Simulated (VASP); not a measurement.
A run of VASP 6.6.1 is set up as follows.

File POSCAR:

```
Nb
1.0
    0.0000000000      2.1150000000      2.1150000000
    2.1150000000      0.0000000000      2.1150000000
    2.1150000000      2.1150000000      0.0000000000
Nb
1
Direct
    0.0000000000      0.0000000000      0.0000000000
```

File INCAR.step1:

```
ALGO = Normal
EDIFF = 1E-5
ENCUT = 520
GGA = PE
ISIF = 2
ISMEAR = -1
LASPH = True
LREAL = False
LWAVE = True
NBANDS = 12
NELM = 60
PREC = Accurate
SIGMA = 0.025
```

INCAR.step2

```
AEXX = 0.25
ALGO = Normal
EDIFF = 1E-7
ENCUT = 520
GGA = PE
HFRCUT = -1
ISIF = 2
ISMEAR = -1
ISTART = 1
LASPH = True
LCHARG = True
LELF = True
LHFCALC = True
LREAL = False
LVHAR = True
LWAVE = False
NBANDS = 12
NELM = 60
PREC = Accurate
PRECFOCK = Normal
SIGMA = 0.025
```

The input KPOINTS:

```
k-points
0
Gamma
  7 7 7
```

Potentials or basis: VASP PAW PBE potentials, release 64 (Nb_sv).

The run is started by

```bash
$ cat potpaw_PBE.64/Nb_sv/POTCAR > POTCAR
$ cp INCAR.step1 INCAR
$ mpirun -np 1 vasp_std > vasp.out
$ cp INCAR.step2 INCAR
$ mpirun -np 1 vasp_std > vasp.out
```

Problem. What does it give for the pressure?

Solution. -5.9 GPa.

Problem. What does it give for the band gap on the k mesh?

Solution. None (metal or under the smearing width).

Caveat: the k mesh is coarse (spacing up to 0.37 Å⁻¹), so the values aren't converged, least of all with exact exchange; the PAW data sets were made with another functional, which shifts forces and pressure a little.
